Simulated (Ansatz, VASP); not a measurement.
Two plane-wave programs on Al2Cu

```
CELL_PARAMETERS angstrom
3.95632 0.00000 0.00000
0.00000 3.95632 0.00000
0.00000 0.00000 2.88473
ATOMIC_POSITIONS crystal
Al 0.50000 0.00195 0.50000
Al 0.00000 0.49139 0.50000
Cu 0.00000 0.00283 0.00000
```

Change from the starting cell: mode 9 frozen in at -0.035 Å, equal normal strain along x and y -0.0400.

Alike in both runs: task single point; functional PBE; k mesh 10 × 10 × 14; occupations gaussian, width 0.15 eV; no spin polarisation.

|  | VASP | Ansatz |
| --- | --- | --- |
| version | VASP 6.6.1 | Ansatz 0.2.0 |
| potentials or method | VASP PAW PBE potentials, release 64 (Al, Cu) | scalar-relativistic, plane waves, PAW |
| plane-wave cutoff (eV) | 520 | 520 |
| valence electrons in the cell | 17 | 25 |

```csv
,VASP,Ansatz,Ansatz less VASP
gap on the k mesh at the Fermi level (eV),none,none,-
pressure (GPa),9.3,9.1,-0.20
largest component of the traceless stress (GPa),3.31,3.36,+0.048
rms of the force components (eV/Å),0.228,0.227,-0.0008
```

Atom by atom the forces differ by 0.001 eV/Å (rms over components). A gap of «none» marks a metal or a gap that the smearing closes. With one functional, cell and mesh, what is left measures potentials, basis and numerics. The two sets of potentials don't hold the same shells in valence.
